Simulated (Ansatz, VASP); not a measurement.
Cr: VASP beside Ansatz

INCAR

```
  PREC = Accurate
  ENCUT = 520
  EDIFF = 1E-7
  ISMEAR = -1
  SIGMA = 0.1
  LREAL = False
  LASPH = True
  NELM = 100
  ALGO = Normal
  ISIF = 2
  LWAVE = False
  LCHARG = True
  GGA = RP
  LELF = True
  LVHAR = True
  NBANDS = 19
```

File KPOINTS:

```
Automatic mesh
0
Gamma
  16 16 8
```

POSCAR

```
Cr
1.0
    2.5398928492      0.0000000000      0.0000000000
   -1.2699464246      2.1996117303      0.0000000000
    0.0000000000      0.0000000000      4.5371526607
Cr
2
Direct
    0.3333333333      0.6666666667      0.2500000000
    0.6666666667      0.3333333333      0.7500000000
```

Input for Ansatz:

```yaml
crystal:
  lattice:
    - [2.5398928492, 0.0, 0.0]
    - [-1.2699464246, 2.1996117303, 0.0]
    - [0.0, 0.0, 4.5371526607]
  atoms:
    - { symbol: Cr, position: [0.3333333333, 0.6666666667, 0.25] }
    - { symbol: Cr, position: [0.6666666667, 0.3333333333, 0.75] }
hamiltonian:
  xc: rpbe
  pseudopotentials:
    kind: paw
    azcp:
      Cr: "pseudopotentials/Cr.paw.azcp"
basis:
  ecutwfc: 420
  fft_grid_basis: typed
kpoints:
  mp_grid: { grid: [16, 16, 8], shift: [0, 0, 0] }
magnetization:
  spin_polarized: false
scf:
  occupations: { method: fermi_dirac, width: 0.1 }
  lower_state_search: "off"
output:
  stress: true
```

Alike in both runs: task single point; functional RPBE; k mesh 16 × 16 × 8; occupations fermi-dirac, width 0.1 eV; no spin polarisation.

|  | VASP | Ansatz |
| --- | --- | --- |
| version | VASP 6.6.1 | Ansatz 0.2.0 |
| potentials or method | VASP PAW PBE potentials, release 64 (Cr_pv) | plane waves (420 eV) with PAW, scalar-relativistic |
| plane-wave cutoff (eV) | 520 | 420 |
| valence electrons in the cell | 24 | 28 |

|  | VASP | Ansatz | Ansatz less VASP |
| --- | --- | --- | --- |
| pressure (GPa) | -8.2 | -7.9 | +0.27 |
| largest component of the traceless stress (GPa) | 0.63 | 0.54 | -0.086 |

With one functional, cell and mesh, what is left measures potentials, basis and numerics. The two sets of potentials don't hold the same shells in valence.

Caveats: the PAW data sets were made with another functional, which shifts forces and pressure a little (VASP); the run has no spin polarisation, though such a crystal can be magnetic. Spin polarisation is off, so any magnetic state and its effect on volume and gap are missing.
